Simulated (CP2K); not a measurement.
As in CP2K: the effect of functional

The system is As.

```
CELL_PARAMETERS angstrom
4.56640 0.00000 0.00000
-2.28320 3.95462 0.00000
0.00000 0.00000 2.83374
ATOMIC_POSITIONS crystal
As 0.33333 0.66667 0.00000
As 0.66667 0.33333 0.00000
```

The cell was built by a generator and needn't be a form met in nature.

Alike in all runs:

| Property | Result |
| --- | --- |
| Program | CP2K 2026.2 |
| Potentials or basis | POTENTIAL_UZH As GTH-PBE-q5; TZVP-MOLOPT-PBE-GTH basis |
| Density cutoff | 9184 eV |
| k mesh | 7 × 7 × 9 |
| Occupations | fermi-dirac, width 0.05 eV |
| Spin | no spin polarisation |

| functional | pressure (GPa) |
| --- | --- |
| LDA | -1.4 |
| PBEsol | -1.3 |
| rev-vdW-DF2 | 0.5 |
| BLYP | ? |
| RPBE | 0.9 |
| MS2 | 1.4 |

Question: What does the run with functional BLYP give?

Answer: Pressure 4.0 GPa.

Caveats: the potentials were made for another functional, which shifts forces and pressure; the basis of atomic orbitals isn't converged, which shifts pressures, moduli and gaps.

Runs at the PBE level aren't shown here.
